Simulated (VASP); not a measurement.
Wanted: the native input for a VASP 6.6.1 run.

- Task: relaxation of cell and atoms
- Functional: PBE
- Potentials or basis: VASP PAW PBE potentials, release 64 (Ca_sv)
- Cutoff: 600 eV
- k mesh: 14 × 14 × 14
- Occupations: gaussian, width 0.1 eV
- Spin: no spin polarisation
- Dipole correction: no
- Further INCAR settings: ALGO = Normal; EDIFF = 1e-06; IBRION = 2; EDIFFG = -0.005; NSW = 100; ISIF = 3

The structure of Ca lies in POSCAR:

```
Ca
1.0
   -2.2400000000      2.2400000000      2.2400000000
    2.2400000000     -2.2400000000      2.2400000000
    2.2400000000      2.2400000000     -2.2400000000
Ca
1
Direct
    0.0000000000      0.0000000000      0.0000000000
```

This isn't the form of Ca at room conditions, which is fcc.

The input as run:

INCAR

```
PREC     = Accurate       # precision mode
ENCUT    = 600            # plane-wave cutoff, eV
EDIFF    = 1E-6           # SCF threshold, eV
ISMEAR   = 0              # smearing method
SIGMA    = 0.1            # smearing width, eV
LREAL    = F              # projectors in reciprocal space
LASPH    = T              # aspherical terms in the spheres
NELM     = 80             # most SCF steps
ALGO     = Normal         # electronic algorithm
ISIF     = 3              # what is computed and relaxed
LWAVE    = F              # write WAVECAR
LCHARG   = F              # write CHGCAR
GGA      = PE             # functional
IBRION   = 2              # ionic algorithm
NSW      = 100            # ionic steps
EDIFFG   = -0.005         # ionic threshold
```

KPOINTS

```
Automatic mesh
0
Gamma
  14 14 14
```

Potentials or basis: VASP PAW PBE potentials, release 64 (Ca_sv).

Launch:

```console
$ cat potpaw_PBE.64/Ca_sv/POTCAR > POTCAR
$ mpirun -np 1 vasp_std > vasp.out
```

It gave:

The relaxed volume is 42.22 Å³/atom, the relaxed cell is a = 3.799 Å, b = 3.799 Å, c = 3.799 Å, α = 109.47°, β = 109.47°, γ = 109.47° and the space group after relaxing (to 0.05 Å) is Im-3m (No. 229). The energy gained by relaxing is 8.4 meV/atom, the ionic steps are 4 and the pressure after relaxing is 0.0 GPa. The band gap on the k mesh is none (metal or under the smearing width).

It took 2.2 min on 1 thread of AMD EPYC 7R13 Processor (Zen 3), with other jobs on the host, peak memory 0.18 GiB.
